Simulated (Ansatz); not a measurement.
The system is Al.

```
Al
1.0
    -1.59122    1.59122    1.59122
     1.59122   -1.59122    1.59122
     1.59122    1.59122   -1.59122
Al
1
Direct
  0.00000 0.00000 0.00000
```

This isn't the form of Al at room conditions, which is fcc.

- Program: Ansatz 0.2.0
- Task: relaxation of cell and atoms
- Functional: HSE06
- Potentials or basis: Ansatz PAW
- Cutoff: 420 eV (not typed: the program's choice for these potentials)
- k mesh: 6 × 6 × 6
- Occupations: fermi-dirac, width 0.05 eV
- Spin: no spin polarisation

At the start: volume 16.12 Å³/atom.

Task: How do energy, volume and symmetry change on relaxing?

Result: It ends after 4 steps and the volume is 16.81 Å³/atom (+4.3 %); space group Im-3m (No. 229, to 0.05 Å).

The path:
```tsv
step	energy change (eV)	largest force (eV/Å)	volume (Å³)
1	0.0000	0.0000	16.12
2	-0.0071	0.0000	16.85
3	-0.0072	0.0000	16.81
4	-0.0075	0.0000	16.81
```

Final structure:
```
Al
1.0
    -1.61369    1.61369    1.61369
     1.61369   -1.61369    1.61369
     1.61369    1.61369   -1.61369
Al
1
Direct
  0.00000 0.00000 0.00000
```

Caveat: the k mesh is coarse (spacing up to 0.47 Å⁻¹), so the values aren't converged, least of all with exact exchange; the plane-wave basis is chosen anew once the cell has moved, so the energies of steps on either side of that aren't comparable; the PAW data sets come from PBE, with cores solved anew for the run's functional, which leaves a small shift of forces and pressure.
